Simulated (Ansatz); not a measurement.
Clusters are cut from relaxed bulk GaP (F-43m, 20.85 Å³/atom, gap on the mesh 1.58 eV) and relaxed in a periodic box with vacuum; the excess energy counts from that bulk.

All numbers below come from Ansatz, DFT PBE, scalar-relativistic, plane waves, PAW.

Cutoff 420 eV; k points 1×1×1 on the computed 6-atom cell (Γ-centred); Gaussian smearing, width 0.05 eV; collinear spin from starting moments 0.4 0.4 0.4 0.4 0.4 0.4 μB.

Start (P3Ga3, sphere cut, shaken):

```yaml
crystal:
  lattice:
    - [12.60000, 0.00000, 0.00000]
    - [0.00000, 12.90000, 0.00000]
    - [0.00000, 0.00000, 13.20000]
  atoms:
    - { symbol: P, position: [0.44003, 0.44514, 0.66348] }
    - { symbol: Ga, position: [0.33379, 0.55546, 0.56774] }
    - { symbol: P, position: [0.44770, 0.65097, 0.45175] }
    - { symbol: Ga, position: [0.56020, 0.34963, 0.54460] }
    - { symbol: P, position: [0.65957, 0.44083, 0.44223] }
    - { symbol: Ga, position: [0.54665, 0.54121, 0.35843] }
```

**Question.** Give the relaxed structure and its energy.

**Answer.** The free energy falls by 390 meV/atom.

- excess energy (eV per host atom): 1.043
- gap on the mesh (eV): 0.68
- highest filled level or Fermi level under vacuum (eV): 5.39
- size of the moment (μB per cell): 0.00

Relaxed structure:
```yaml
crystal:
  lattice:
    - [12.60000, 0.00000, 0.00000]
    - [0.00000, 12.90000, 0.00000]
    - [0.00000, 0.00000, 13.20000]
  atoms:
    - { symbol: P, position: [0.42036, 0.41748, 0.66588] }
    - { symbol: Ga, position: [0.39013, 0.54174, 0.55107] }
    - { symbol: P, position: [0.41910, 0.66328, 0.43258] }
    - { symbol: Ga, position: [0.55665, 0.40212, 0.55845] }
    - { symbol: P, position: [0.65410, 0.41052, 0.41650] }
    - { symbol: Ga, position: [0.54760, 0.54809, 0.40376] }
```

Each run keeps its start's symmetry and one magnetic start, so lower states can exist.

The run took 120 s on 4 threads of Intel(R) Xeon(R) Platinum 8259CL CPU @ 2.50GHz (Skylake/Cascade Lake), with other jobs on the host, peak memory 1.7 GiB.